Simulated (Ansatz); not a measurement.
Here is an Ansatz 0.2.0 calculation.

input.yaml

```yaml
crystal:
  lattice:
    - [-1.6, 1.6, 3.9305]
    - [1.6, -1.6, 3.9305]
    - [1.6, 1.6, -3.9305]
  atoms:
    - { symbol: Mo, position: [0.0, 0.0, 0.0] }
    - { symbol: Si, position: [0.667, 0.667, 0.0] }
    - { symbol: Si, position: [0.333, 0.333, 0.0] }
hamiltonian:
  xc: pbe
  pseudopotentials: { kind: paw }
kpoints:
  mp_grid: { grid: [12, 12, 12] }
  band_path:
    path:
      - [[0.0, 0.0, 0.0], [-0.5, 0.5, 0.0], [-0.5, 0.5, -0.0828541695], [-0.2914270847, 0.2914270847, -0.2914270847], [0.0, 0.0, 0.0], [0.5, 0.5, -0.5], [0.2914270847, 0.7085729153, -0.7085729153], [0.0, 0.5, -0.5], [-0.25, 0.75, -0.25], [0.0828541695, 0.9171458305, -0.5], [0.5, 0.5, -0.5]]
      - [[-0.5, 0.5, 0.0], [-0.25, 0.75, -0.25]]
    npoints: 14
scf:
  occupations: { method: fermi_dirac, width: 0.05 }
  n_extra_bands: 7
output:
  forces: true
  stress: true
  eigenvalues: true
  fatbands: true
```

Potentials or basis: Ansatz PAW.

Launch:

```console
$ ansatz run input.yaml --threads 2 --pin off --max-ram 5632MiB --backend cpu --events-out ev --progress --plain --runs-dir out
```

Problem. Predict the band gap on the k mesh.

Solution. None (metal or under the smearing width).

Problem. Estimate the pressure.

Solution. 2.2 GPa.

Problem. Predict the largest force.

Solution. 0.279 eV/Å.

Forces on the atoms (eV/Å):
```
Mo   0.000  0.000  0.000
Si   0.000  0.000 -0.279
Si   0.000  0.000  0.279
```
